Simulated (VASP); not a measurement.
# BN (Pnma) in VASP: notebook, part 2 of 2

VASP 6.6.1. Earlier steps stand in the parts before.

### Step 4. Single point, LDA

Contents of INCAR:

```
SYSTEM = BN
  PREC = Accurate
  ENCUT = 460
  EDIFF = 1E-7
  ISMEAR = 0
  SIGMA = 0.2
  LREAL = .FALSE.
  LASPH = .TRUE.
  NELM = 100
  ALGO = Normal
  ISIF = 2
  LWAVE = .FALSE.
  LCHARG = .FALSE.
  GGA = CA
  NBANDS = 26
  ADDGRID = .FALSE.
```

Contents of KPOINTS:

```
regular mesh
0
G
  2 4 3
  0 0 0
```

Contents of POSCAR:

```
BN
1.0
    4.8800890000      0.0000000000      0.0000000000
    0.0000000000      2.5914640000      0.0000000000
    0.0000000000      0.0000000000      4.2920490000
N B
4 4
Direct
    0.3211300000      0.7500000000      0.1064860000
    0.6788700000      0.2500000000      0.8935140000
    0.1788700000      0.2500000000      0.6064860000
    0.8211300000      0.7500000000      0.3935140000
    0.3404130000      0.2500000000      0.9070960000
    0.1595870000      0.7500000000      0.4070960000
    0.8404130000      0.2500000000      0.5929040000
    0.6595870000      0.7500000000      0.0929040000
```

Started as:

```
$ cat potpaw_LDA.64/N/POTCAR potpaw_LDA.64/B/POTCAR > POTCAR
$ mpirun -np 1 vasp_std > vasp.out
```

Run time: 7.9 s. Hardware: 1 thread of AMD EPYC 9R45 (Zen 5), shared host; peak memory 0.1 GiB.

These settings aren't checked as converged: the numbers below hold their error.

What came out:

```
Free energy            : -75.6763 eV
Pressure               : -11.8 GPa
Largest force          : 0.120 eV/Å
Band gap on the k mesh : 5.64 eV, indirect (least direct gap 6.46 eV)
```

Caveat: the k mesh is coarse (spacing up to 0.64 Å⁻¹), so the values aren't converged; the cutoff is under 1.25 times the usual one of these potentials, so pressure, stress and relaxed cells hold a basis-set (Pulay) error; an odd mesh through Γ misses points on the zone boundary, where band edges often lie.

### Step 5. Single point, LDA

Changes to INCAR since step 4:

```diff
@@ -5,3 +5,3 @@
   ISMEAR = 0
-  SIGMA = 0.2
+  SIGMA = 0.01
   LREAL = .FALSE.
```

KPOINTS is that of step 4.

POSCAR is that of step 4.

Potentials or basis: VASP PAW LDA potentials, release 64 (N, B).

Started as:

```
$ cat potpaw_LDA.64/N/POTCAR potpaw_LDA.64/B/POTCAR > POTCAR
$ mpirun -np 1 vasp_std > vasp.out
```

OUTCAR:

```text
SYSTEM = BN
   PREC = Accurate
   ENCUT = 460
   EDIFF = 1E-7
   ISMEAR = 0
   LREAL = .FALSE.
   LASPH = .TRUE.
   NELM = 100
   ISIF = 2
   GGA = CA

 Found     12 irreducible k-points:

 Following reciprocal coordinates:
            Coordinates               Weight
  0.000000  0.000000  0.000000      1.000000
  0.500000  0.000000  0.000000      1.000000
  0.000000  0.250000  0.000000      2.000000
  0.500000  0.250000  0.000000      2.000000
  0.000000  0.500000  0.000000      1.000000
  0.500000  0.500000  0.000000      1.000000
   k-points           NKPTS =     12   k-points in BZ     NKDIM =     12   number of bands    NBANDS=     26
   number of dos      NEDOS =    301   number of ions     NIONS =      8
   total plane-waves  NPLWV =  19440
   dimension x,y,z NGX =    36 NGY =   18 NGZ =   30
   dimension x,y,z NGXF=    72 NGYF=   36 NGZF=   60
   ions per type =               4   4
   NGX,Y,Z   is equivalent  to a cutoff of  12.26, 11.55, 11.62 a.u.
   NGXF,Y,Z  is equivalent  to a cutoff of  24.53, 23.09, 23.24 a.u.
 SYSTEM =  BN
   PREC   = accura    normal or accurate (medium, high low for compatibility)
   ISTART =      0    job   : 0-new  1-cont  2-samecut
   ICHARG =      2    charge: 1-file 2-atom 10-const
   ISPIN  =      1    spin polarized calculation?
   LNONCOLLINEAR =      F non collinear calculations
   LSORBIT =      F    spin-orbit coupling
   LASPH  =      T    aspherical Exc in radial PAW
   ENCUT  =  460.0 eV  33.81 Ry    5.81 a.u.   8.53  4.53  7.51*2*pi/ulx,y,z
   NELM   =    100;   NELMIN=  2; NELMDL= -5     # of ELM steps
   EDIFF  = 0.1E-06   stopping-criterion for ELM
   LREAL  =      F    real-space projection
   EDIFFG = 0.1E-05   stopping-criterion for IOM
   NSW    =      0    number of steps for IOM
   IBRION =     -1    ionic relax: 0-MD 1-quasi-New 2-CG
   NFREE  =      0    steps in history (QN), initial steepest desc. (CG)
   ISIF   =      2    stress and relaxation
   ISYM   =      2    0-nonsym 1-usesym 2-fastsym
   POTIM  = 0.5000    time-step for ionic-motion
   TEBEG  =    0.0;   TEEND  =   0.0 temperature during run
   PSTRESS=    0.0 pullay stress
   NELECT =      32.0000    total number of electrons
   NUPDOWN=      -1.0000    fix difference up-down
   EMIN   =  10.00;   EMAX   =-10.00  energy-range for DOS
   EFERMI =   0.00;   METHOD = LEGACY
   ISMEAR =     0;   SIGMA  =   0.01  broadening in eV -4-tet -1-fermi 0-gaus
   EFERMI_NEDOS =   21; number of points for ismear=-14 and -15
   IALGO  =     38    algorithm
   IMIX   =      4    mixing-type and parameters
     AMIX     =   0.40;   BMIX     =  1.00
     AMIX_MAG =   1.60;   BMIX_MAG =  1.00
  volume/ion in A,a.u.               =       6.78        45.79
  Fermi-wavevector in a.u.,A,eV,Ry     =   1.372711  2.594047 25.637923  1.884334
  Thomas-Fermi vector in A             =   2.498293
   LORBIT       =      0    0 simple, 1 ext, 2 COOP (PROOUT), +10 PAW based schemes
   GGA     = CA    functional components
   LHFCALC =     F    Hartree Fock is set to
   AEXX    =    0.0000 exact exchange contribution
   IVDW    =     0    specifies the selected vdW correction
   LEPSILON=     F    determine dielectric tensor
   LRPA    =     F    only Hartree local field effects (RPA)
 non-spin polarized calculation
 Gauss-broadening in eV      SIGMA  =   0.01
  energy-cutoff  :      460.00
  volume of cell :       54.28
 maximum number of plane-waves:      1239
 NGX is ok and might be reduce to    36
   NGX = 17   NGY =  9   NGZ = 15

 number of electron      32.0000007 magnetization

 Free energy of the ion-electron system (eV)
  ---------------------------------------------------
  ext. energy  EPLUGINS =         0.00000000
  ---------------------------------------------------
  free energy    TOTEN  =       -75.67628142 eV

  energy without entropy =      -75.67628142  energy(sigma->0) =      -75.67628142

 E-fermi :   5.5989     XC(G=0): -12.1717

 val. band max:        5.5499458325   @ k =   0.0000   0.0000   0.0000
 cond. band min:      11.1933512823   @ k =   0.5000   0.0000   0.3333
 fundamental gap:      5.6434054499
 Fermi energy:         5.5988720459

 k-point     1 :       0.0000    0.0000    0.0000
  band No.  band energies     occupation
      1     -13.8886      2.00000
      2     -11.3016      2.00000
      3     -10.2576      2.00000
      4      -8.4951      2.00000
      5      -3.1956      2.00000
      6      -2.5706      2.00000
[... 18 lines left out ...]
     25      17.0942      0.00000
     26      17.7213      0.00000

 k-point     2 :       0.5000    0.0000    0.0000
  band No.  band energies     occupation
      1     -13.0046      2.00000
      2     -13.0046      2.00000
      3      -8.9187      2.00000
      4      -8.9187      2.00000
      5      -3.7043      2.00000
      6      -3.7043      2.00000
[... 18 lines left out ...]
     25      16.9772      0.00000
     26      16.9772      0.00000

 k-point     3 :       0.0000    0.2500    0.0000
  band No.  band energies     occupation
      1     -12.9385      2.00000
      2     -10.5019      2.00000
      3      -9.6018      2.00000
      4      -8.3818      2.00000
      5      -2.9439      2.00000
      6      -2.6485      2.00000
[... 18 lines left out ...]
     25      17.4383      0.00000
     26      17.5551      0.00000

 k-point     4 :       0.5000    0.2500    0.0000
  band No.  band energies     occupation
      1     -12.0946      2.00000
      2     -12.0946      2.00000
      3      -8.5919      2.00000
      4      -8.5919      2.00000
      5      -2.9640      2.00000
      6      -2.9640      2.00000
[... 18 lines left out ...]
     25      18.4109      0.00000
     26      18.4122      0.00000

 k-point     5 :       0.0000    0.5000    0.0000
  band No.  band energies     occupation
      1     -10.3805      2.00000
      2     -10.3805      2.00000
      3      -9.0035      2.00000
      4      -9.0035      2.00000
      5      -3.2580      2.00000
      6      -3.2580      2.00000
[... 18 lines left out ...]
     25      18.7774      0.00000
     26      18.7774      0.00000

 k-point     6 :       0.5000    0.5000    0.0000
  band No.  band energies     occupation
      1      -9.7735      2.00000
      2      -9.7735      2.00000
      3      -9.7735      2.00000
      4      -9.7735      2.00000
      5      -2.6328      2.00000
      6      -2.6328      2.00000
[... 18 lines left out ...]
     25      18.8860      0.00000
     26      18.8860      0.00000

 [... further k-points ...]

------------------------ aborting loop because EDIFF is reached ----------------------------------------

  FORCE on cell =-STRESS in cart. coord.  units (eV):
  Direction    XX          YY          ZZ          XY          YZ          ZX
  --------------------------------------------------------------------------------------
  -------------------------------------------------------------------------------------
  Total       -4.0011291     -3.9120738     -4.1176591      0.0000000      0.0000000      0.0000000
  in kB     -118.1015382   -115.4728881   -121.5411612      0.0000000      0.0000000      0.0000000
  external PRESSURE =    -118.3718625 kB  Pullay stress =       0.0000000 kB

 VOLUME and BASIS-vectors are now :
 -----------------------------------------------------------------------------
  energy-cutoff  :      460.00
  volume of cell :       54.28
      direct lattice vectors                 reciprocal lattice vectors
     4.880089000  0.000000000  0.000000000     0.204914296  0.000000000  0.000000000
     0.000000000  2.591464000  0.000000000     0.000000000  0.385882266  0.000000000
     0.000000000  0.000000000  4.292049000     0.000000000  0.000000000  0.232988952

 POSITION                                       TOTAL-FORCE (eV/Angst)
 -----------------------------------------------------------------------------------
      1.56714      1.94360      0.45704         0.118186     -0.000000     -0.021485
      3.31295      0.64787      3.83501        -0.118186     -0.000000      0.021485
      0.87290      0.64787      2.60307        -0.118186      0.000000     -0.021485
      4.00719      1.94360      1.68898         0.118186     -0.000000      0.021485
      1.66125      0.64787      3.89330        -0.037923      0.000000      0.040424
      0.77880      1.94360      1.74728         0.037923      0.000000      0.040424
      4.10129      0.64787      2.54477        -0.037923     -0.000000     -0.040424
      3.21884      1.94360      0.39875         0.037923     -0.000000     -0.040424
 -----------------------------------------------------------------------------------
    total drift:                                0.000000      0.000000     -0.000000

  FREE ENERGIE OF THE ION-ELECTRON SYSTEM (eV)
  ---------------------------------------------------
  free  energy   TOTEN  =       -75.6762814162 eV

  energy  without entropy=      -75.6762814162  energy(sigma->0) =      -75.67628142
```

Wall time 8 s (1 thread of AMD EPYC 9R45 (Zen 5), shared host); peak memory 0.1 GiB.

These settings aren't checked as converged: the numbers below hold their error.

Results:

| Quantity | Value |
| --- | --- |
| Free energy | -75.6763 eV |
| Pressure | -11.8 GPa |
| Largest force | 0.120 eV/Å |
| Band gap on the k mesh | 5.64 eV, indirect (least direct gap 6.46 eV) |

Caveat: the k mesh is coarse (spacing up to 0.64 Å⁻¹), so the values aren't converged; the cutoff is under 1.25 times the usual one of these potentials, so pressure, stress and relaxed cells hold a basis-set (Pulay) error; an odd mesh through Γ misses points on the zone boundary, where band edges often lie.

### Step 6. Single point, LDA

Changes to INCAR since step 5:

```diff
@@ -1,3 +1,3 @@
 SYSTEM = BN
-  PREC = Accurate
+  PREC = Normal
   ENCUT = 460
@@ -5,3 +5,3 @@
   ISMEAR = 0
-  SIGMA = 0.01
+  SIGMA = 0.05
   LREAL = .FALSE.
```

KPOINTS is that of step 5.

POSCAR is that of step 5.

Potentials or basis: VASP PAW LDA potentials, release 64 (N, B).

Started as:

```
$ cat potpaw_LDA.64/N/POTCAR potpaw_LDA.64/B/POTCAR > POTCAR
$ mpirun -np 1 vasp_std > vasp.out
```

Run time: 5.6 s. Hardware: 1 thread of AMD EPYC 9R45 (Zen 5), shared host; peak memory 0.09 GiB.

The run converged, but some of its settings lie outside the range that counts as converged, so its numbers aren't taken as properties of the crystal.

What came out:

```
Free energy            : -75.6768 eV
Pressure               : -11.8 GPa
Largest force          : 0.120 eV/Å
Band gap on the k mesh : 5.64 eV, indirect (least direct gap 6.46 eV)
```

Caveat: the k mesh is coarse (spacing up to 0.64 Å⁻¹), so the values aren't converged; the cutoff is under 1.25 times the usual one of these potentials, so pressure, stress and relaxed cells hold a basis-set (Pulay) error; an odd mesh through Γ misses points on the zone boundary, where band edges often lie.

### Step 7. The reference run

An earlier run on the cell as given: functional PBE; potentials or basis VASP PAW PBE potentials, release 64 (N, B); cutoff 520 eV; k mesh 6 × 10 × 6; occupations fermi-dirac, width 0.05 eV; no spin polarisation.

- Pressure: 0.0 GPa
- Largest force: 0.068 eV/Å
- Band gap on the k mesh: 5.67 eV, indirect (least direct gap 6.26 eV)
